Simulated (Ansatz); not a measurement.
**Re under changes of volume**

One of the cells (14.714 Å³/atom); the others are scaled copies at fixed shape and fractional positions:

```
CELL_PARAMETERS angstrom
2.76080 0.00000 0.00000
-1.38040 2.39092 0.00000
0.00000 0.00000 4.45820
ATOMIC_POSITIONS crystal
Re 0.66667 0.33333 0.75000
Re 0.33333 0.66667 0.25000
```

```yaml
Program: Ansatz 0.2.0
Functional: r2SCAN50
Potentials_or_basis: Ansatz PAW
Cutoff: "500 eV (not typed: the program's choice for these potentials)"
k_mesh: 6 × 6 × 3
Occupations: fermi-dirac, width 0.05 eV
Spin: no spin polarisation
```

```csv
volume (Å³/atom),energy over the lowest point (meV/atom),pressure (GPa)
13.831,13.57,9.9
14.125,0.00,0.0
14.420,8.52,-9.2
14.714,33.01,-17.4
15.008,71.83,-24.7
15.303,123.40,-31.3
15.597,?,?
```

What does the run at 15.597 Å³/atom give?

Energy over the lowest point 186.39 meV/atom; pressure -37.2 GPa.

Worked out: A Birch-Murnaghan fit of order 3 (a polynomial in V^(-2/3)) to the other rows has its minimum at 14.16 Å³/atom with B0 = V·E''(V) = 530 GPa (rough, since the energies scatter) at fixed shape and positions, which overstates the stiffness. It gives 183.90 meV/atom at 15.597 Å³/atom, against the run's 186.39, and -dE/dV = -35.3 GPa, against -37.2.

Energies are extrapolated to zero smearing.

Caveats: all runs use coarse meshes; the PAW data sets come from PBE, with cores solved anew for the run's functional, which leaves a small shift of forces and pressure; the thresholds are loose for stress.
